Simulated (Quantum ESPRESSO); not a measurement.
# GaP in Quantum ESPRESSO: convergence with smearing width

GaP:

```
Ga P
1.0
     0.00000    2.72525    2.72525
     2.72525    0.00000    2.72525
     2.72525    2.72525    0.00000
Ga P
1 1
Direct
  0.00000 0.00000 0.00000
  0.75000 0.75000 0.75000
```

* Program: Quantum ESPRESSO 7.5
* Task: single point
* Functional: PBE
* Potentials or basis: GBRV 1.5 PBE
* Cutoff: 612 eV
* Density cutoff: 4898 eV
* k mesh: 8 × 8 × 8
* Occupations: methfessel-paxton, width 0.5 eV
* Spin: no spin polarisation

These are the settings of the first run; the series varies smearing width, with any setting tied to it.

Hardware: 1 thread of Arm Neoverse V1 (shared host).

| smearing width | energy less the tightest run, at zero smearing (meV/atom) | SCF cycles | CPU time (s) | peak memory (GiB) |
| --- | --- | --- | --- | --- |
| 0.5 eV | -0.29 | 12 | 20 | 0.15 |
| 0.3 eV | 0.00 | 12 | 20 | 0.15 |
| 0.2 eV | 0.00 | 12 | 20 | 0.15 |
| 0.136 eV | 0.00 | 12 | 20 | 0.15 |
| 0.1 eV | 0.00 | 12 | 20 | 0.15 |
| 0.05 eV | 0.00 | 12 | 20 | 0.15 |
| 0.025 eV | 0.00 | 12 | 20 | 0.15 |
| 0.01 eV | 0.00 | 12 | 20 | 0.15 |

Against the tightest run, the energy stays within 1 meV/atom from 0.5 eV on. The tightest run that finished is the yardstick and may itself not be fully converged.

Caveat, for the tightest run too: this smearing can shift energies of a crystal with a gap.
